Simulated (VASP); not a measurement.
SnTe:

```
CELL_PARAMETERS angstrom
0.00000 3.15085 3.15085
3.15085 0.00000 3.15085
3.15085 3.15085 0.00000
ATOMIC_POSITIONS crystal
Te 0.50000 0.50000 0.50000
Sn 0.00000 0.00000 0.00000
```

Base run:

* Program: VASP 6.6.1
* Functional: RPBE
* Potentials or basis: VASP PAW PBE potentials, release 64 (Te, Sn_d)
* Cutoff: 520 eV
* k mesh: 7 × 7 × 7
* Occupations: fermi-dirac, width 0.05 eV
* Spin: no spin polarisation

Its results: pressure 3.6 GPa.

Task: The run is repeated on the same cell with these changes: functional from RPBE to PW91; further incar settings from ALGO = Normal; EDIFF = 1e-06 to ALGO = Fast; EDIFF = 1e-06. What comes out?

Result: Pressure 2.3 GPa.

Caveats: the PAW data sets were made with another functional, which shifts forces and pressure a little.
